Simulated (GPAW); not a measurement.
# CuO (P-6m2) in GPAW: convergence with k mesh

Aim: find how far k mesh must go before the results for CuO settle, at PBE. This setting moves, with any that are tied to it; all else stays.

All numbers are computed with GPAW 26.7.0; they aren't measurements. Logs are shortened: lines on timing, memory, paths and dates and some standing lists are left out, and cuts for length are marked. The log counts tension as positive stress, the text compression.

## 1. Starting point

Symmetry: P-6m2, No. 187, hexagonal system. The conventional cell has a = 2.836 Å, b = 2.836 Å, c = 2.768 Å, α = 90.00°, β = 90.00°, γ = 120.00°. Cu (site symmetry -6m2) is surrounded by 6 O at 2.14 Å. O (site symmetry -6m2) is surrounded by 6 Cu at 2.14 Å.

Measurements of this composition are mostly on another form, of space group No. 15.

## 2. With k mesh 3 × 3 × 2

run.py

```python
from ase.dft.bandgap import bandgap
from ase.io import read, write
from ase.units import GPa
from gpaw import GPAW, PW

atoms = read('CuO.xyz')

calc = GPAW(mode=PW(800),
            xc='PBE',
            kpts={'size': (3, 3, 2), 'gamma': True},
            occupations={'name': 'fermi-dirac', 'width': 0.05},
            nbands=19,
            convergence={'density': 1e-05, 'energy': 1e-05},
            maxiter=100,
            txt='gpaw.txt')
atoms.calc = calc
energy = atoms.get_potential_energy()
forces = atoms.get_forces()
stress = atoms.get_stress()
calc.write('gs.gpw')
write('result.traj', atoms)
print(f'Energy: {energy:.6f} eV')
print('Forces (eV/A):')
print(forces.round(4))
print('Stress (GPa):', (stress / GPa).round(3))
print('Fermi level:', round(calc.get_fermi_level(), 4), 'eV')
print(f'Gap: {bandgap(calc)[0]:.4f} eV, direct: {bandgap(calc, direct=True)[0]:.4f} eV')
```

CuO.xyz

```xyz
2
Lattice="2.8363251093 0.0000000000 0.0000000000 -1.4181625547 2.4563295981 0.0000000000 0.0000000000 0.0000000000 2.7681127800" Properties=species:S:1:pos:R:3 pbc="T T T"
Cu     0.0000000000      0.0000000000      0.0000000000
O      1.4181625548      0.8187765326      1.3840563900
```

Potentials or basis: GPAW PAW data sets (gpaw-data 1.2.1), pw.

Launch:

```
> OMP_NUM_THREADS=1 python run.py
```

Wall time 7 s (1 thread of Intel Xeon Platinum 8259CL at 2.50GHz (Skylake/Cascade Lake), shared host); peak memory 0.14 GiB.

Results:

| Property | Result |
| --- | --- |
| Free energy | -9.1089 eV |
| Pressure | 0.4 GPa |
| Band gap on the k mesh | none (metal or under the smearing width) |

## 3. With k mesh 4 × 4 × 3

run.py, as its differences from that of step 2:

```diff
@@ -9,3 +9,3 @@
             xc='PBE',
-            kpts={'size': (3, 3, 2), 'gamma': True},
+            kpts={'size': (4, 4, 3), 'gamma': True},
             occupations={'name': 'fermi-dirac', 'width': 0.05},
```

CuO.xyz is that of step 2.

Potentials or basis: GPAW PAW data sets (gpaw-data 1.2.1), pw.

Launch:

```
> OMP_NUM_THREADS=1 python run.py
```

It took 7.6 s on 1 thread of Intel Xeon Platinum 8259CL at 2.50GHz (Skylake/Cascade Lake), shared host; peak memory 0.14 GiB.

Results:

| Quantity | Value |
| --- | --- |
| Free energy | -9.2241 eV |
| Pressure | 1.3 GPa |
| Band gap on the k mesh | none (metal or under the smearing width) |

## 4. With k mesh 5 × 5 × 4

run.py, as its differences from that of step 3:

```diff
@@ -9,3 +9,3 @@
             xc='PBE',
-            kpts={'size': (4, 4, 3), 'gamma': True},
+            kpts={'size': (5, 5, 4), 'gamma': True},
             occupations={'name': 'fermi-dirac', 'width': 0.05},
```

CuO.xyz is that of step 3.

Launch:

```
> OMP_NUM_THREADS=1 python run.py
```

It took 8.2 s on 1 thread of Intel Xeon Platinum 8259CL at 2.50GHz (Skylake/Cascade Lake), shared host; peak memory 0.14 GiB.

What came out:

```yaml
Free_energy: -9.3056 eV
Pressure: 0.7 GPa
Band_gap_on_the_k_mesh: none (metal or under the smearing width)
```

## 5. With k mesh 6 × 6 × 5

run.py, as its differences from that of step 4:

```diff
@@ -9,3 +9,3 @@
             xc='PBE',
-            kpts={'size': (5, 5, 4), 'gamma': True},
+            kpts={'size': (6, 6, 5), 'gamma': True},
             occupations={'name': 'fermi-dirac', 'width': 0.05},
```

CuO.xyz is that of step 4.

Launch:

```
> OMP_NUM_THREADS=1 python run.py
```

Run time: 12 s. Hardware: 1 thread of Intel Xeon Platinum 8259CL at 2.50GHz (Skylake/Cascade Lake), shared host; peak memory 0.15 GiB.

The run converged. Its results:

* Free energy: -9.3227 eV
* Pressure: 0.4 GPa
* Band gap on the k mesh: none (metal or under the smearing width)

## 6. With k mesh 7 × 7 × 6

run.py, as its differences from that of step 5:

```diff
@@ -9,3 +9,3 @@
             xc='PBE',
-            kpts={'size': (6, 6, 5), 'gamma': True},
+            kpts={'size': (7, 7, 6), 'gamma': True},
             occupations={'name': 'fermi-dirac', 'width': 0.05},
```

CuO.xyz is that of step 5.

Potentials or basis: GPAW PAW data sets (gpaw-data 1.2.1), pw.

Launch:

```
> OMP_NUM_THREADS=1 python run.py
```

It took 14 s on 1 thread of Intel Xeon Platinum 8259CL at 2.50GHz (Skylake/Cascade Lake), shared host; peak memory 0.15 GiB.

The run converged. Its results:

```
Free energy            : -9.2974 eV
Pressure               : 0.7 GPa
Band gap on the k mesh : none (metal or under the smearing width)
```

## 7. With k mesh 8 × 8 × 7

run.py, as its differences from that of step 6:

```diff
@@ -9,3 +9,3 @@
             xc='PBE',
-            kpts={'size': (7, 7, 6), 'gamma': True},
+            kpts={'size': (8, 8, 7), 'gamma': True},
             occupations={'name': 'fermi-dirac', 'width': 0.05},
```

CuO.xyz is that of step 6.

Launch:

```
> OMP_NUM_THREADS=1 python run.py
```

Wall time 20 s (1 thread of Intel Xeon Platinum 8259CL at 2.50GHz (Skylake/Cascade Lake), shared host); peak memory 0.15 GiB.

Results (log left out):

| Property | Result |
| --- | --- |
| Free energy | -9.3000 eV |
| Pressure | 0.7 GPa |
| Band gap on the k mesh | none (metal or under the smearing width) |

## 8. With k mesh 10 × 10 × 9

run.py, as its differences from that of step 7:

```diff
@@ -9,3 +9,3 @@
             xc='PBE',
-            kpts={'size': (8, 8, 7), 'gamma': True},
+            kpts={'size': (10, 10, 9), 'gamma': True},
             occupations={'name': 'fermi-dirac', 'width': 0.05},
```

CuO.xyz is that of step 7.

Launch:

```
> OMP_NUM_THREADS=1 python run.py
```

Run time: 27 s. Hardware: 1 thread of Intel Xeon Platinum 8259CL at 2.50GHz (Skylake/Cascade Lake), shared host; peak memory 0.17 GiB.

Results (log left out):

| Item | Value |
| --- | --- |
| Free energy | -9.3041 eV |
| Pressure | 0.6 GPa |
| Band gap on the k mesh | none (metal or under the smearing width) |

## 9. With k mesh 12 × 12 × 10

run.py, as its differences from that of step 8:

```diff
@@ -9,3 +9,3 @@
             xc='PBE',
-            kpts={'size': (10, 10, 9), 'gamma': True},
+            kpts={'size': (12, 12, 10), 'gamma': True},
             occupations={'name': 'fermi-dirac', 'width': 0.05},
```

CuO.xyz is that of step 8.

Potentials or basis: GPAW PAW data sets (gpaw-data 1.2.1), pw.

Launch:

```
> OMP_NUM_THREADS=1 python run.py
```

It took 42 s on 1 thread of Intel Xeon Platinum 8259CL at 2.50GHz (Skylake/Cascade Lake), shared host; peak memory 0.19 GiB.

It converged, with:

| Quantity | Value |
| --- | --- |
| Free energy | -9.3037 eV |
| Pressure | 0.6 GPa |
| Band gap on the k mesh | none (metal or under the smearing width) |

## 10. With k mesh 14 × 14 × 13

run.py, as its differences from that of step 9:

```diff
@@ -9,3 +9,3 @@
             xc='PBE',
-            kpts={'size': (12, 12, 10), 'gamma': True},
+            kpts={'size': (14, 14, 13), 'gamma': True},
             occupations={'name': 'fermi-dirac', 'width': 0.05},
```

CuO.xyz is that of step 9.

Potentials or basis: GPAW PAW data sets (gpaw-data 1.2.1), pw.

Launch:

```
> OMP_NUM_THREADS=1 python run.py
```

gpaw.txt:

```text
__  _  _
 | _ |_)|_||  |
 |__||  | ||/\| - 26.7.0

Input parameters:
  mode=PW(ecut=800.0),
  convergence={'density': 1e-05, 'energy': 1e-05},
  kpts=MonkhorstPack(size=(14, 14, 13), gamma=True),
  maxiter=100,
  nbands=19,
  occupations=Occupations(name='fermi-dirac', width=0.05),
  xc=XC(name='PBE')

Diagonalizing LCAO Hamiltonian
Converting LCAO to pw mode

           O

       Cu

Atoms  # Å, Bohr magnetons
|   | symbol |        x |        y |        z |    initial magnetic moments |
|---|--------|----------|----------|----------|-----------------------------|
| 0 |     Cu | 0.000000 | 0.000000 | 0.000000 | ( 0.0000,  0.0000,  0.0000) |
| 1 |      O | 1.418163 | 0.818777 | 1.384056 | ( 0.0000,  0.0000,  0.0000) |

Unit cell  # Å
| periodic |         x |        y |        z |  lengths |     angles |
|----------|-----------|----------|----------|----------|------------|
|      yes |  2.836325 | 0.000000 | 0.000000 | 2.836325 |  90.000000 |
|      yes | -1.418163 | 2.456330 | 0.000000 | 2.836325 |  90.000000 |
|      yes |  0.000000 | 0.000000 | 2.768113 | 2.768113 | 120.000000 |

Number of symmetries: 12
Symmetry operations  # r_c * U_cc + t_c -> r_c
|    | kind |            matrix            |
|----|------|------------------------------|
|  0 |  σ   |  1, 1, 0,  0,-1, 0,  0, 0, 1 |
|  1 |  C2  |  1, 1, 0,  0,-1, 0,  0, 0,-1 |
|  2 |  E   |  1, 0, 0,  0, 1, 0,  0, 0, 1 |
|  3 |  σ   |  1, 0, 0,  0, 1, 0,  0, 0,-1 |
|  4 |  C3  |  0, 1, 0, -1,-1, 0,  0, 0, 1 |
|  5 |  S3  |  0, 1, 0, -1,-1, 0,  0, 0,-1 |
|  6 |  σ   |  0,-1, 0, -1, 0, 0,  0, 0, 1 |
|  7 |  C2  |  0,-1, 0, -1, 0, 0,  0, 0,-1 |
|  8 |  σ   | -1, 0, 0,  1, 1, 0,  0, 0, 1 |
|  9 |  C2  | -1, 0, 0,  1, 1, 0,  0, 0,-1 |
| 10 |  C3  | -1,-1, 0,  1, 0, 0,  0, 0, 1 |
| 11 |  S3  | -1,-1, 0,  1, 0, 0,  0, 0,-1 |

BZ-sampling:
  Number of BZ points: 2548
  Number of IBZ points: 168

  Monkhorst-Pack size: [14, 14, 13]
  Monkhorst-Pack shift: [0.03571428571428571, 0.03571428571428571, 0.0]

K-points  # in reciprocal-cell coordinates
|     |                                coordinates |     weight |
|-----|--------------------------------------------|------------|
[... 100 lines left out ...]
  Trust region scale: 1.0
  Backstep threshold: 4.0
  History deletion threshold: 6.0
  Fourier metric: weight=20.0, sigma=0.015

occupation numbers:
  Fermi-Dirac:
    width: 0.0500  # eV

poisson solver:
  ecut: 6400.0  # eV

xc functional:
  name: PBE with 2 nearest neighbor stencil

convergence criteria:
- Maximum integral of absolute [dens]ity change: 1e-05 electrons / valence electron
- Maximum [total energy] change in last 3 cyles: 1e-05 eV / valence electron
- Maximum integral of absolute [eigenst]ate change: 4e-08 eV^2 / valence electron
maximum number of iterations: 100

SCF iterations
|iter     | |      energy | eigst |  dens |
|---------|-|-------------|-------|-------|
|iter:   1| |  -12.279477 | -0.10 |       |
|iter:   2| |  -11.025391 | -2.16 | -0.89 |
|iter:   3| |   -9.353047 | -1.52 | -0.98 |
|iter:   4| |   -9.315373 | -3.31 | -1.57 |
|iter:   5| |   -9.305496 | -3.19 | -1.76 |
|iter:   6| |   -9.294112 | -3.72 | -2.02 |
|iter:   7| |   -9.293833 | -5.10 | -2.68 |
|iter:   8| |   -9.293817 | -6.34 | -3.28 |
|iter:   9| |   -9.293817c| -8.16c| -4.21 |
|iter:  10| |   -9.293817c| -7.94c| -4.79 |
|iter:  11| |   -9.293817c| -8.57c| -5.37c|

Converged in 11 steps
Energy contributions relative to reference atoms: (reference = -47062.304142)

Energy contributions:
  Kinetic:           0.205355
  Coulomb:          -2.636007
  Zero:              0.291490
  External:          0.000000
  Xc:               -7.143869
  Entropy:          -0.021573
  Spinorbit:         0.000000
  ----------------------------
  Free energy:      -9.304603
  Extrapolated:     -9.293817

dipole moment: (-2.580031, -5.550736, -5.950462)  # |e|*Ang

Fermi level: 6.614
Eigenvalues  # (at kpt = [0.000, 0.000, 0.000])
| band index |      eig [eV] | occ [0-2] |
|------------|---------------|-----------|
|          0 |       -12.594 |     2.000 |
|          1 |         3.048 |     2.000 |
|          2 |         3.048 |     2.000 |
|          3 |         3.417 |     2.000 |
|          4 |         4.002 |     2.000 |
|          5 |         4.874 |     2.000 |
[... 9 lines left out ...]
|         15 |        32.925 |     0.000 |
|         16 |        32.925 |     0.000 |
|        ... |               |           |
|         18 |        38.559 |     0.000 |

No gap
No difference between direct/indirect transitions

Forces  # eV/Ang
|        x |        y |       z |
|----------|----------|---------|
|  0.00000 | -0.00000 | 0.00000 |  # Cu   0
| -0.00000 | -0.00000 | 0.00000 |  # O    1

Stress tensor  # eV/Ang^3
|         x |         y |        z |
|-----------|-----------|----------|
| -0.024353 | -0.000000 | 0.000000 |
| -0.000000 | -0.024353 | 0.000000 |
|  0.000000 |  0.000000 | 0.037338 |

# Writing to gs.gpw (mode='')
```

stdout:

```text
Energy: -9.293817 eV
Forces (eV/A):
[[ 0. -0.  0.]
 [-0. -0.  0.]]
Stress (GPa): [-3.902 -3.902  5.982  0.     0.    -0.   ]
Fermi level: 6.6137 eV
Gap: 0.0000 eV, direct: 0.0000 eV
```

It took 83 s on 1 thread of Intel Xeon Platinum 8259CL at 2.50GHz (Skylake/Cascade Lake), shared host; peak memory 0.22 GiB.

Results:

```yaml
Free_energy: -9.3046 eV
Pressure: 0.6 GPa
Band_gap_on_the_k_mesh: none (metal or under the smearing width)
```

## 11. Summary

```csv
k mesh,"energy less the tightest run, at zero smearing (meV/atom)",pressure (GPa),SCF cycles,CPU time (s),peak memory (GiB)
3 × 3 × 2,96.59,0.40,11,7,0.14
4 × 4 × 3,45.90,1.30,11,7.5,0.14
5 × 5 × 4,0.84,0.73,11,8.2,0.14
6 × 6 × 5,-10.68,0.40,11,12,0.15
7 × 7 × 6,4.65,0.72,11,14,0.15
8 × 8 × 7,3.88,0.71,11,20,0.15
10 × 10 × 9,0.10,0.59,11,27,0.17
12 × 12 × 10,0.88,0.64,11,42,0.19
14 × 14 × 13,0.00,0.61,11,83,0.22
```

Against the tightest run, the energy stays within 1 meV/atom from 10 × 10 × 9 on; the pressure stays within 0.1 GPa from 10 × 10 × 9 on. Meshes of other sizes hit other points, so gaps and Fermi surfaces needn't settle smoothly. The tightest run that finished is the yardstick and may itself not be fully converged.

Caveats: with this Cu data set, volumes or pressures lay over 1.5 % or 2 GPa off other programs in two to four cells of ten; an odd number of electrons without spin polarisation forces a metal; a magnetic or distorted state may lie lower; the run has no spin polarisation, though such a crystal can be magnetic; semilocal functionals often make such compounds metallic where correlation or magnetic order opens a gap, which also shifts bond lengths.
